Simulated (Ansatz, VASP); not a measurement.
MgO: VASP beside Ansatz

Contents of INCAR:

```
PREC = Accurate
ENCUT = 520
EDIFF = 1E-7
ISMEAR = 0
SIGMA = 0.05
LREAL = False
LASPH = True
NELM = 80
ALGO = Normal
ISIF = 2
LWAVE = False
LCHARG = False
GGA = PS
NBANDS = 16
```

File KPOINTS:

```
regular mesh
0
Gamma
  9 9 6
```

POSCAR

```
MgO
1.0
    3.3990123905      0.0000000000      0.0000000000
   -1.6995061952      2.9436310779      0.0000000000
    0.0000000000      0.0000000000      4.0797812082
Mg O
2 2
Direct
    0.6666666667      0.3333333333      0.7500000000
    0.3333333333      0.6666666667      0.2500000000
    0.6666666667      0.3333333333      0.2500000000
    0.3333333333      0.6666666667      0.7500000000
```

Input for Ansatz:

```yaml
crystal:
  lattice:
    - [3.3990123905, 0.0, 0.0]
    - [-1.6995061952, 2.9436310779, 0.0]
    - [0.0, 0.0, 4.0797812082]
  atoms:
    - { symbol: Mg, position: [0.6666666667, 0.3333333333, 0.75] }
    - { symbol: Mg, position: [0.3333333333, 0.6666666667, 0.25] }
    - { symbol: O, position: [0.6666666667, 0.3333333333, 0.25] }
    - { symbol: O, position: [0.3333333333, 0.6666666667, 0.75] }
basis:
  ecutwfc: 520.0
kpoints:
  mp_grid: { grid: [9, 9, 6] }
hamiltonian:
  xc: pbesol
  pseudopotentials: { kind: paw, azcp: { folder: soft_1 } }
scf:
  occupations: { method: gaussian, width: 0.05 }
output:
  forces: true
  stress: true
  eigenvalues: true
```

Alike in both runs: task single point; functional PBEsol; k mesh 9 × 9 × 6; occupations gaussian, width 0.05 eV; no spin polarisation.

|  | VASP | Ansatz |
| --- | --- | --- |
| version | VASP 6.6.1 | Ansatz 0.2.0 |
| potentials or method | VASP PAW PBE potentials, release 64 (Mg, O) | scalar-relativistic, plane waves, PAW |
| plane-wave cutoff (eV) | 520 | 520 |
| valence electrons in the cell | 16 | 32 |

```csv
,VASP,Ansatz,Ansatz less VASP
gap on the k mesh at the Fermi level (eV),3.69,3.70,+0.008
least direct gap on the mesh (eV),3.69,3.70,+0.008
pressure (GPa),12.6,12.8,+0.25
largest component of the traceless stress (GPa),0.54,0.66,+0.115
```

The two sets of potentials don't hold the same shells in valence. Ansatz warned: «pseudo_functional_mismatch».

Caveats: the PAW data sets were made with another functional, which shifts forces and pressure a little (VASP).
